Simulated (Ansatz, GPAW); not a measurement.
Given: the input of a run of Ansatz 0.2.0 on Au (Gold). 

File input.yaml:

```yaml
crystal:
  lattice:
    - [0.0, 2.035, 2.035]
    - [2.035, 0.0, 2.035]
    - [2.035, 2.035, 0.0]
  atoms:
    - { symbol: Au, position: [0.0, 0.0, 0.0] }
kpoints:
  mp_grid: { grid: [11, 11, 11] }
scf:
  occupations: { method: gaussian, width: 0.021 }
hamiltonian:
  xc: pbe
  pseudopotentials: { kind: all_electron, lapw: { basis_error: 0.001 } }
output:
  forces: true
  stress: true
  eigenvalues: true
```

Potentials or basis: all-electron LAPW, scalar-relativistic.

Command:

```sh
$ ansatz run input.yaml --threads 1 --pin off --max-ram 3072MiB --backend cpu --events-out ev --progress --plain --runs-dir out
```

Set up the same calculation for GPAW 26.7.0 (ASE script). Potentials or basis there: GPAW PAW data sets (gpaw-data 1.2.1), cutoff 600 eV.

As run (cutoffs and basis follow the program's own potentials, and thresholds, step limits or extra output files can differ):

The input run.py:

```python
from ase import Atoms
from ase.dft.bandgap import bandgap
from ase.io import write
from ase.units import Bohr, GPa
from gpaw import GPAW, PW
from gpaw.elf import elf_from_dft_calculation

atoms = Atoms(['Au'],
              cell=[[0.0, 2.035, 2.035],
                    [2.035, 0.0, 2.035],
                    [2.035, 2.035, 0.0]],
              scaled_positions=[[0.0, 0.0, 0.0]],
              pbc=True)

calc = GPAW(mode=PW(600),
            xc='PBE',
            kpts={'size': (11, 11, 11), 'gamma': True},
            occupations={'name': 'methfessel-paxton', 'order': 0, 'width': 0.020999999999999998},
            nbands=14,
            convergence={'density': 1e-05, 'energy': 1e-05},
            maxiter=150,
            txt='gpaw.txt')
atoms.calc = calc
energy = atoms.get_potential_energy()
forces = atoms.get_forces()
stress = atoms.get_stress()
calc.write('gs.gpw')
write('result.traj', atoms)
print(f'Energy: {energy:.6f} eV')
print('Forces (eV/A):')
print(forces.round(4))
print('Stress (GPa):', (stress / GPa).round(3))
print('Fermi level:', round(calc.get_fermi_level(), 4), 'eV')
print(f'Gap: {bandgap(calc)[0]:.4f} eV, direct: {bandgap(calc, direct=True)[0]:.4f} eV')

# fields on the real-space grid
write('density.cube', atoms, data=calc.get_pseudo_density() * Bohr**3)
write('potential.cube', atoms, data=calc.get_electrostatic_potential())
write('elf.cube', atoms, data=elf_from_dft_calculation(calc).data)
```

Potentials or basis: GPAW PAW data sets (gpaw-data 1.2.1), pw.

The run is started by

```sh
$ OMP_NUM_THREADS=1 python run.py
```

Both were run:

|  | Ansatz | GPAW |
| --- | --- | --- |
| Pressure | 10.8 GPa | 13.4 GPa |

Where Ansatz's input types no cutoff or centring, it takes its own default and a Γ-centred mesh.

The two runs disagree by more than potentials and bases usually give (in gap, levels, pressure or energy); the cause wasn't traced.

The cell lies far from this level's equilibrium.

Pressure is positive in compression.
